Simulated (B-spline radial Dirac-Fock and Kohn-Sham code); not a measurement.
## Xe²⁶⁺: L2-M23M23 lines in intermediate coupling

System: the Xe²⁶⁺ ion in the configuration [Ar] 3d10.

Input file task.json (cfg lists n, l and occupation; rrms is the nuclear radius in fm):

```json
{"items": [{
  "Z": 54,
  "q": 26,
  "cfg": [[1, 0, 2], [2, 0, 2], [2, 1, 6], [3, 0, 2], [3, 1, 6], [3, 2, 10]],
  "A": 132,
  "rrms": 4.7859,
  "do": ["binding", "quiet", "double"]
}]}
```

Launch: `python xray_run.py task.json out`

Model: Dirac-Fock energy differences between relaxed states, corrected for Breit and QED terms. Program: a radial atomic solver. The two-hole levels come from diagonalising the Coulomb interaction among the jj configurations; intensities are independent-particle Coulomb rates. Kinetic energies are from the vacuum level. Correlation and solid-state effects are left out.

| kinetic energy (eV) | J | leading jj holes (weight) | leading LS term (weight) | intensity (%) |
| --- | --- | --- | --- | --- |
| 2265.2 | 0 | M2M2 (0.99) | ³P0 (0.58) | 23.8 |
| 2334.1 | 2 | M2M3 (1.00) | ¹D2 (0.73) | 51.9 |
| 2341.2 | 1 | M2M3 (1.00) | ³P1 (1.00) | 23.5 |
| 2391.8 | 0 | M3M3 (0.99) | ¹S0 (0.58) | 0.3 |
| 2404.3 | 2 | M3M3 (1.00) | ³P2 (0.73) | 0.4 |

The strongest line, by its leading LS label ¹D2, lies at 2334.1 eV. The mean weight of the leading component is 0.99 in jj and 0.72 in LS coupling, so jj labels describe these levels better.

Values without a named source are computed, but for edge energies of neutral atoms, which are taken from tables.
